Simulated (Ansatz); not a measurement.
**One atom moved over a plane in TiC**

These are results of DFT PBEsol, scalar-relativistic, plane waves, PAW in Ansatz 0.2.0, not measurements. The runs took a 420 eV cutoff, a Γ-centred 18×18×18 mesh and Gaussian smearing (0.15 eV). No spin polarisation. Energies are free energies at this smearing, counted from the undisturbed cell; pressure is positive in compression.

Reference structure (as given, not relaxed at this level; it stands at -6.1 GPa):

```
CELL_PARAMETERS angstrom
0.00000 2.16400 2.16400
2.16400 0.00000 2.16400
2.16400 2.16400 0.00000
ATOMIC_POSITIONS crystal
Ti 0.00000 0.00000 0.00000
C 0.50000 0.50000 0.50000
```

Atom 2 (C) is moved by p along (0.707, 0.707, 0.000) and q along (0.000, 0.000, 1.000) (Å), all else fixed. Points are written (p, q).

Energy above the undisturbed cell in eV/cell (a dash: not computed):

```csv
p \ q,-0.200,-0.100,0.000,0.100,0.200
-0.200,0.33,?,0.18,?,0.33
-0.100,0.22,0.09,0.05,0.09,0.22
0.000,?,0.05,0.00,0.05,?
0.100,0.22,0.09,0.05,0.09,0.22
0.200,0.33,?,0.18,?,0.33
```

Fill in the withheld energies.

(-0.200, -0.100): 0.21; (-0.200, 0.100): 0.21; (0.000, -0.200): 0.19; (0.000, 0.200): 0.19; (0.200, -0.100): 0.21; (0.200, 0.100): 0.21.